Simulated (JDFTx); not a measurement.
# Bi (P2/m) in JDFTx: equation of state

How stiff is Bi in PBEsol, and what volume does it want? The cell is scaled to several volumes.

Everything below comes from runs of JDFTx 1.7.0 (patched build). Logs are shortened: lines on timing, memory, paths and dates and some standing lists are left out, and cuts for length are marked. The log counts tension as positive stress, the text compression.

## (1) The crystal as given

It takes space group P2/m (No. 10, monoclinic). Conventional cell: a = 3.238 Å, b = 3.222 Å, c = 6.444 Å, α = 90.00°, β = 90.72°, γ = 90.00°. Bi (site symmetry m) is surrounded by 6 Bi at 3.22 to 3.24 Å.

This isn't the form of Bi at room conditions, which is rhombohedral.

## (2) Equation of state, PBEsol, 31.60 Å³/atom (volume scaled by 0.94)

The input, Bi.in:

```
lattice \
    5.9947184422     0.0000000000    -0.1489340064 \
    0.0000000000     5.9637432952     0.0000000000 \
    0.0000000000     0.0000000000    11.9286012567
coords-type Lattice
ion Bi     0.5442472500     0.0000000000     0.7495778900 1
ion Bi     0.4557527500     0.0000000000     0.2504221100 1

ion-species pseudo/Bi.upf
elec-cutoff 33 264
elec-ex-corr gga-PBEsol
kpoint-folding 8 8 4
elec-smearing Fermi 0.0018374661
elec-n-bands 22
electronic-SCF nIterations 100 energyDiffThreshold 1e-09
electronic-minimize nIterations 30 energyDiffThreshold 1e-7
forces-output-coords Cartesian

dump-name run.$VAR
dump End Ecomponents EigStats BandEigs Kpoints Forces Stress
```

Potentials or basis: PseudoDojo-SR-PBEsol-0.4.1-standard with smoothed tails.

On the command line:

```sh
jdftx -c 1 -i Bi.in -o Bi.out
```

Output:

```text
*************** JDFTx 1.7.0 (patched build) ***************

Input parsed successfully to the following command list (including defaults):
[... the input with its defaults ...]

---------- Setting up symmetries ----------

Found 4 point-group symmetries of the bravais lattice
Found 4 space-group symmetries with basis
Applied RMS atom displacement 0 bohrs to make symmetries exact.

---------- Initializing the Grid ----------
R =
[      5.99472            0    -0.148934  ]
[            0      5.96374            0  ]
[            0            0      11.9286  ]
unit cell volume = 426.459
G =
[    1.04812         -0  0.0130863  ]
[          0    1.05356         -0  ]
[          0          0   0.526733  ]
Minimum fftbox size, Smin = [  44  44  88  ]
Chosen fftbox size, S = [  48  48  90  ]

---------- Initializing tighter grid for wavefunction operations ----------
R =
[      5.99472            0    -0.148934  ]
[            0      5.96374            0  ]
[            0            0      11.9286  ]
unit cell volume = 426.459
G =
[    1.04812         -0  0.0130863  ]
[          0    1.05356         -0  ]
[          0          0   0.526733  ]
Minimum fftbox size, Smin = [  32  32  64  ]
Chosen fftbox size, S = [  32  32  64  ]

---------- Exchange Correlation functional ----------
Initalized PBEsol GGA exchange.
Initalized PBEsol GGA correlation.

---------- Setting up pseudopotentials ----------
Width of ionic core gaussian charges (only for fluid interactions / plotting) set to 0

Reading pseudopotential file 'pseudo/Bi.upf':
  'Bi' pseudopotential, 'PBESOL' functional
  Generated using ONCVPSP code by D. R. Hamann
  15 valence electrons, 3 orbitals, 6 projectors, 1001 radial grid points, with lMax = 2
    5D    l: 2   occupation: 10.0   eigenvalue: -0.994461
    6S    l: 0   occupation:  2.0   eigenvalue: -0.534159
    6P    l: 1   occupation:  3.0   eigenvalue: -0.168956
  Core radius for overlap checks: 2.37 bohrs.

Initialized 1 species with 2 total atoms.

Folded 1 k-points by 8x8x4 to 256 k-points.

---------- Setting up k-points, bands, fillings ----------
Reduced to 90 k-points under symmetry.
Computing the number of bands and number of electrons
Calculating initial fillings.
nElectrons:  30.000000   nBands: 22   nStates: 90

----- Setting up reduced wavefunction bases (one per k-point) -----
average nbasis = 3861.293 , ideal nbasis = 3861.377

---------- Setting up ewald sum ----------
Optimum gaussian width for ewald sums = 2.675249 bohr.
Real space sum over 1521 unit cells with max indices [  6  6  4  ]
Reciprocal space sum over 2057 terms with max indices [  5  5  8  ]

---------- Allocating electronic variables ----------
Initializing wave functions:  linear combination of atomic orbitals
Note: number of bands (22) exceeds available atomic orbitals (18)
Bi pseudo-atom occupations:   s ( 2 )  p ( 3 )  d ( 10 )
	FillingsUpdate:  mu: +0.426630864  nElectrons: 30.000000
LCAOMinimize: Iter:   0  F: -142.6892705511936583  |grad|_K:  1.396e-05  alpha:  1.000e+00
	FillingsUpdate:  mu: +0.426644614  nElectrons: 30.000000
LCAOMinimize: Iter:   1  F: -142.6892735155924186  |grad|_K:  3.203e-06  alpha:  6.988e-01  linmin:  6.984e-06  cgtest: -2.045e-04
	FillingsUpdate:  mu: +0.426645849  nElectrons: 30.000000
LCAOMinimize: Iter:   2  F: -142.6892736316521280  |grad|_K:  4.165e-07  alpha:  5.194e-01  linmin: -2.418e-05  cgtest:  7.840e-04
	FillingsUpdate:  mu: +0.426646398  nElectrons: 30.000000
LCAOMinimize: Iter:   3  F: -142.6892736350199584  |grad|_K:  2.391e-08  alpha:  8.901e-01  linmin: -1.345e-03  cgtest:  2.385e-02
LCAOMinimize: Converged (|Delta F|<1.000000e-06 for 2 iters).

-------- Electronic minimization -----------
Will mix electronic density at each iteration.
	FillingsUpdate:  mu: +0.426646398  nElectrons: 30.000000
	FillingsUpdate:  mu: +0.417195966  nElectrons: 30.000000
SCF: Cycle:  0   F: -142.724122511141331   dF: -3.485e-02   |Residual|: 2.157e-02   |deigs|: 1.145e-01
	FillingsUpdate:  mu: +0.416682001  nElectrons: 30.000000
SCF: Cycle:  1   F: -142.724523208484840   dF: -4.007e-04   |Residual|: 1.204e-02   |deigs|: 5.943e-03
	FillingsUpdate:  mu: +0.416316980  nElectrons: 30.000000
SCF: Cycle:  2   F: -142.724576700021743   dF: -5.349e-05   |Residual|: 3.212e-03   |deigs|: 2.602e-03
	FillingsUpdate:  mu: +0.416444230  nElectrons: 30.000000
SCF: Cycle:  3   F: -142.724579607855247   dF: -2.908e-06   |Residual|: 1.198e-03   |deigs|: 8.448e-04
	FillingsUpdate:  mu: +0.416418052  nElectrons: 30.000000
SCF: Cycle:  4   F: -142.724580597949512   dF: -9.901e-07   |Residual|: 2.341e-04   |deigs|: 2.794e-04
	FillingsUpdate:  mu: +0.416434303  nElectrons: 30.000000
SCF: Cycle:  5   F: -142.724580673694192   dF: -7.574e-08   |Residual|: 1.505e-04   |deigs|: 6.334e-05
	FillingsUpdate:  mu: +0.416442309  nElectrons: 30.000000
SCF: Cycle:  6   F: -142.724580700607760   dF: -2.691e-08   |Residual|: 4.003e-05   |deigs|: 3.419e-05
	FillingsUpdate:  mu: +0.416443188  nElectrons: 30.000000
SCF: Cycle:  7   F: -142.724580705450222   dF: -4.842e-09   |Residual|: 1.864e-05   |deigs|: 3.005e-05
	FillingsUpdate:  mu: +0.416443734  nElectrons: 30.000000
SCF: Cycle:  8   F: -142.724580707062472   dF: -1.612e-09   |Residual|: 7.592e-06   |deigs|: 4.981e-05
	FillingsUpdate:  mu: +0.416443874  nElectrons: 30.000000
SCF: Cycle:  9   F: -142.724580707408649   dF: -3.462e-10   |Residual|: 3.920e-06   |deigs|: 3.727e-05
	FillingsUpdate:  mu: +0.416443795  nElectrons: 30.000000
SCF: Cycle: 10   F: -142.724580707588416   dF: -1.798e-10   |Residual|: 1.012e-06   |deigs|: 4.920e-05
SCF: Converged (|Delta E|<1.000000e-09 for 2 iters).

Setting wave functions to eigenvectors of Hamiltonian

# Stress tensor in Cartesian coordinates [Eh/a0^3]:
[ -0.000104909            0  6.36431e-06  ]
[            0  -0.00013518            0  ]
[  6.36431e-06            0 -9.50707e-05  ]

# Ionic positions in lattice coordinates:
ion Bi   0.544247250000000   0.000000000000000   0.749577890000000 1
ion Bi   0.455752750000000   0.000000000000000   0.250422110000000 1

# Forces in Cartesian coordinates:
force Bi   0.000470567660354   0.000000000000000  -0.000031300278844 1
force Bi  -0.000470567660354   0.000000000000000   0.000031300278844 1

# Energy components:
   Eewald =     -106.9054857060176147
       EH =       32.6830834295007406
     Eloc =      -94.4583651561234774
      Enl =      -30.4099560252952905
      Exc =      -42.9751825011847188
 Exc_core =       21.1279694438397740
       KE =       78.2138683265150689
-------------------------------------
     Etot =     -142.7240681887655001
       TS =        0.0005125188229116
-------------------------------------
        F =     -142.7245807075884159

IonicMinimize: Iter:   0  F: -142.724580707588416  |grad|_K:  2.723e-04
IonicMinimize: None of the convergence criteria satisfied after 0 iterations.

#--- Lowdin population analysis ---
# oxidation-state Bi +0.026 +0.026

Dumping 'run.eigStats' ...
	eMin: -0.429797 at state 0 ( [ +0.000000 +0.000000 +0.000000 ] spin 0 )
	HOMO: +0.416339 at state 66 ( [ +0.375000 +0.250000 -0.250000 ] spin 0 )
	mu  : +0.416444
	LUMO: +0.416817 at state 24 ( [ +0.125000 +0.250000 +0.250000 ] spin 0 )
	eMax: +0.860277 at state 55 ( [ +0.375000 +0.000000 +0.000000 ] spin 0 )
	HOMO-LUMO gap: +0.000478
	Optical gap  : +0.002605 at state 29 ( [ +0.125000 +0.375000 +0.500000 ] spin 0 )
Done!
```

It took 78 s on 1 thread of Intel Xeon 6975P-C (Granite Rapids), shared host; peak memory 0.38 GiB.

Results:

| Quantity | Value |
| --- | --- |
| Free energy | -3883.7337 eV |
| Pressure | 3.3 GPa |
| Largest force | 0.024 eV/Å |
| Band gap on the k mesh | none (metal or under the smearing width) |

Caveat: spin-orbit coupling is left out, which moves the levels of the heavy elements.

## (3) Equation of state, PBEsol, 32.27 Å³/atom (volume scaled by 0.96)

Edit Bi.in of step 2 so:

```diff
@@ -1,5 +1,5 @@
 lattice \
-    5.9947184422     0.0000000000    -0.1489340064 \
-    0.0000000000     5.9637432952     0.0000000000 \
-    0.0000000000     0.0000000000    11.9286012567
+    6.0369361601     0.0000000000    -0.1499828720 \
+    0.0000000000     6.0057428712     0.0000000000 \
+    0.0000000000     0.0000000000    12.0126082587
 coords-type Lattice
```

Potentials or basis: PseudoDojo-SR-PBEsol-0.4.1-standard with smoothed tails.

On the command line:

```sh
jdftx -c 1 -i Bi.in -o Bi.out
```

Run time: 77 s. Hardware: 1 thread of Intel Xeon 6975P-C (Granite Rapids), shared host; peak memory 0.39 GiB.

Results (log left out):

```
Free energy            : -3883.7558 eV
Pressure               : 1.9 GPa
Largest force          : 0.018 eV/Å
Band gap on the k mesh : none (metal or under the smearing width)
```

Caveat: spin-orbit coupling is left out, which moves the levels of the heavy elements.

## (4) Equation of state, PBEsol, 32.94 Å³/atom (volume scaled by 0.98)

Edit Bi.in of step 3 so:

```diff
@@ -1,5 +1,5 @@
 lattice \
-    6.0369361601     0.0000000000    -0.1499828720 \
-    0.0000000000     6.0057428712     0.0000000000 \
-    0.0000000000     0.0000000000    12.0126082587
+    6.0785715184     0.0000000000    -0.1510172694 \
+    0.0000000000     6.0471630965     0.0000000000 \
+    0.0000000000     0.0000000000    12.0954564509
 coords-type Lattice
```

On the command line:

```sh
jdftx -c 1 -i Bi.in -o Bi.out
```

Wall time 77 s (1 thread of Intel Xeon 6975P-C (Granite Rapids), shared host); peak memory 0.4 GiB.

Results (log left out):

```yaml
Free_energy: -3883.7668 eV
Pressure: 0.7 GPa
Largest_force: 0.013 eV/Å
Band_gap_on_the_k_mesh: none (metal or under the smearing width)
```

Caveat: spin-orbit coupling is left out, which moves the levels of the heavy elements.

## (5) Equation of state, PBEsol, 33.61 Å³/atom

Edit Bi.in of step 4 so:

```diff
@@ -1,5 +1,5 @@
 lattice \
-    6.0785715184     0.0000000000    -0.1510172694 \
-    0.0000000000     6.0471630965     0.0000000000 \
-    0.0000000000     0.0000000000    12.0954564509
+    6.1196441934     0.0000000000    -0.1520376873 \
+    0.0000000000     6.0880235460     0.0000000000 \
+    0.0000000000     0.0000000000    12.1771849872
 coords-type Lattice
```

On the command line:

```sh
jdftx -c 1 -i Bi.in -o Bi.out
```

Wall time 78 s (1 thread of Intel Xeon 6975P-C (Granite Rapids), shared host); peak memory 0.41 GiB.

Results (log left out):

```
Free energy            : -3883.7680 eV
Pressure               : -0.4 GPa
Largest force          : 0.012 eV/Å
Band gap on the k mesh : none (metal or under the smearing width)
```

Caveat: spin-orbit coupling is left out, which moves the levels of the heavy elements.

## (6) Equation of state, PBEsol, 34.29 Å³/atom (volume scaled by 1.02)

Edit Bi.in of step 5 so:

```diff
@@ -1,5 +1,5 @@
 lattice \
-    6.1196441934     0.0000000000    -0.1520376873 \
-    0.0000000000     6.0880235460     0.0000000000 \
-    0.0000000000     0.0000000000    12.1771849872
+    6.1601728195     0.0000000000    -0.1530445887 \
+    0.0000000000     6.1283427577     0.0000000000 \
+    0.0000000000     0.0000000000    12.2578309467
 coords-type Lattice
```

Potentials or basis: PseudoDojo-SR-PBEsol-0.4.1-standard with smoothed tails.

On the command line:

```sh
jdftx -c 1 -i Bi.in -o Bi.out
```

Run time: 80 s. Hardware: 1 thread of Intel Xeon 6975P-C (Granite Rapids), shared host; peak memory 0.41 GiB.

Results (log left out):

```yaml
Free_energy: -3883.7605 eV
Pressure: -1.4 GPa
Largest_force: 0.014 eV/Å
Band_gap_on_the_k_mesh: none (metal or under the smearing width)
```

Caveat: spin-orbit coupling is left out, which moves the levels of the heavy elements.

## (7) Equation of state, PBEsol, 34.96 Å³/atom (volume scaled by 1.04)

Edit Bi.in of step 6 so:

```diff
@@ -1,5 +1,5 @@
 lattice \
-    6.1601728195     0.0000000000    -0.1530445887 \
-    0.0000000000     6.1283427577     0.0000000000 \
-    0.0000000000     0.0000000000    12.2578309467
+    6.2001750625     0.0000000000    -0.1540384125 \
+    0.0000000000     6.1681383063     0.0000000000 \
+    0.0000000000     0.0000000000    12.3374294818
 coords-type Lattice
```

On the command line:

```sh
jdftx -c 1 -i Bi.in -o Bi.out
```

Wall time 97 s (1 thread of Intel Xeon 6975P-C (Granite Rapids), shared host); peak memory 0.43 GiB.

Results (log left out):

* Free energy: -3883.7452 eV
* Pressure: -2.3 GPa
* Largest force: 0.017 eV/Å
* Band gap on the k mesh: none (metal or under the smearing width)

Caveat: spin-orbit coupling is left out, which moves the levels of the heavy elements.

## (8) Equation of state, PBEsol, 35.63 Å³/atom (volume scaled by 1.06)

Edit Bi.in of step 7 so:

```diff
@@ -1,5 +1,5 @@
 lattice \
-    6.2001750625     0.0000000000    -0.1540384125 \
-    0.0000000000     6.1681383063     0.0000000000 \
-    0.0000000000     0.0000000000    12.3374294818
+    6.2396676882     0.0000000000    -0.1550195755 \
+    0.0000000000     6.2074268707     0.0000000000 \
+    0.0000000000     0.0000000000    12.4160139540
 coords-type Lattice
```

On the command line:

```sh
jdftx -c 1 -i Bi.in -o Bi.out
```

It took 2.1 min on 1 thread of Intel Xeon 6975P-C (Granite Rapids), shared host; peak memory 0.43 GiB.

The run converged. Its results:

| Property | Result |
| --- | --- |
| Free energy | -3883.7230 eV |
| Pressure | -3.1 GPa |
| Largest force | 0.022 eV/Å |
| Band gap on the k mesh | none (metal or under the smearing width) |

Caveat: spin-orbit coupling is left out, which moves the levels of the heavy elements.

## (9) Equation of state, PBEsol

Potentials or basis: PseudoDojo-SR-PBEsol-0.4.1-standard with smoothed tails.

This step only gathers the single runs of the series.

Results:

- Equilibrium volume: 33.36 Å³/atom
- Bulk modulus at fixed shape and positions: 54 GPa
- Pressure derivative of the bulk modulus: 4.7

Energy against volume, from the lowest point:
```csv
volume (Å³/atom),energy (meV/atom)
31.597,17.17
32.270,6.14
32.942,0.61
33.614,0.00
34.286,3.75
34.959,11.40
35.631,22.53
```

Caveat: the cell was scaled at fixed shape and fractional positions, which overstates the stiffness of a crystal with free parameters, most of all of layers and chains; spin-orbit coupling is left out, which moves the levels of the heavy elements.
